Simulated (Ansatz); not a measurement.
# Notes on KMgF3

```yaml
crystal:
  lattice:
    - [4.03111, 0.00239, -4.03332]
    - [0.00005, 4.03969, -0.00233]
    - [4.03710, -0.00228, 4.03932]
  atoms:
    - { symbol: K, position: [0.00511, 0.49588, 0.50149] }
    - { symbol: K, position: [0.49472, 0.50131, 0.00335] }
    - { symbol: Mg, position: [0.00314, 0.99310, 0.99798] }
    - { symbol: Mg, position: [0.49174, 0.99940, 0.50107] }
    - { symbol: F, position: [0.24993, 0.00678, 0.24369] }
    - { symbol: F, position: [0.75756, 0.00110, 0.75288] }
    - { symbol: F, position: [0.99670, 0.51949, 0.00904] }
    - { symbol: F, position: [0.50289, 0.50523, 0.49611] }
    - { symbol: F, position: [0.24855, 0.99417, 0.75276] }
    - { symbol: F, position: [0.74263, 0.99601, 0.24880] }
```

Level: PBE, no spin polarisation; 420 eV; 3×5×3 (shifted by 0, 0.5, 0 steps) mesh; gaussian occupations (width 0.0108 eV); Ansatz 0.2.0, fixed geometry.

Task: Is it stable against the elements?

Result: -3.26 eV an atom against the elements' usual phases (free molecules for gases, crystals otherwise, with no correction for O₂ or N₂), so it is bound against them; other compounds may still compete. Relaxing would lower it.

Task: How is the charge shared?

Result: Bader charges in e: K +0.88, Mg +1.77, F -0.88. In the mean Mg gives up most and F takes most.

Task: Metal or insulator? Give the gap.

Result: The gap on the k mesh is 7.14 eV; the mesh may miss the band edges, so the true gap of this level can be smaller.

Task: What do density and ELF say about some of the short contacts?

Result: Mg–F at 1.91 Å: least valence density 0.35 e/Å³ and ELF 0.07 there, a closed-shell (ionic or weak) contact. K–F at 2.80 Å: least valence density 0.09 e/Å³ and ELF 0.03 there, a closed-shell (ionic or weak) contact. Both are smooth PAW fields, read partly inside the augmentation spheres.

Task: Which atom feels the largest force, and which way?

Result: The largest is on F7: 0.98 eV/Å, components (0.00, -0.96, -0.16). It makes 168° with the line to a nearest neighbour, Mg3 at 1.91 Å, pointing away from it.

Task: Is the cell too large or too small?

Result: The pressure is 1.3 GPa (compression positive), so with the atoms held at these fractions the cell would first expand; the forces are large, so a full relaxation may end otherwise.

Task: Which orbitals make up the band edges?

Result: Within 0.7 eV of the edges, the states project mainly on F p (99 %) below the gap and on K s (51 %), Mg s (23 %) and F s (18 %) above it.

Origin: a strained cell with displaced atoms, so it need not be a known compound. Caveats: an odd or shifted mesh can miss the band edges, so this level's true gap may be smaller.
